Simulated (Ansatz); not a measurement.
## BaZrO3: moving Ba off its site

BaZrO3, Pm-3m, a = 4.181 Å (as given, not relaxed at this level: 2.9 GPa). The structure is a COD entry; whether it is the stable form wasn't checked. Ansatz: r2SCAN, PAW, 500 eV, Γ-centred 6×6×6 mesh on 5 atoms, Gaussian smearing 0.05 eV; no spin polarisation.

```yaml
crystal:
  lattice:
    - [4.18150, 0.00000, 0.00000]
    - [0.00000, 4.18150, 0.00000]
    - [0.00000, 0.00000, 4.18150]
  atoms:
    - { symbol: Ba, position: [0.50000, 0.50000, 0.50000] }
    - { symbol: Zr, position: [0.00000, 0.00000, 0.00000] }
    - { symbol: O, position: [0.50000, 0.00000, 0.00000] }
    - { symbol: O, position: [0.00000, 0.50000, 0.00000] }
    - { symbol: O, position: [0.00000, 0.00000, 0.50000] }
```

Atom 1 (Ba) moves by x along the unit vector (0.000, -0.707, -0.707), with its periodic images; all else is held. y is the free energy of the cell over the start, F the force along the path summed over the moved atoms. Symmetry makes y even in x.

```tsv
x (Å)	y (meV)	F (eV/Å)
-0.3000	?	?
-0.1500	46.4	0.63
0.0000	0.0	0.00
0.0375	2.8	-0.15
0.0750	11.4	-0.31
0.1125	25.8	-0.47
0.1875	73.4	-0.81
0.2250	107.3	-1.00
0.2625	148.6	-1.21
```

Fit y = c2 x² + c4 x⁴ to the energies of the other rows, give the force constant, and predict energy and force of the missing row.

Least squares on the rows shown. y = 2015.7 x² + 2046.4 x⁴. The force constant is 2 c2 = 4.03 eV/Å², for the cell as given, at 2.9 GPa (for all images moving together, not for a lone atom). The force −dy/dx at the missing row is 1.43 eV/Å (computed 1.43). At x = -0.3000 the fit asked for gives 198.0 meV. The run gave 198.0 meV, the same to the digits shown.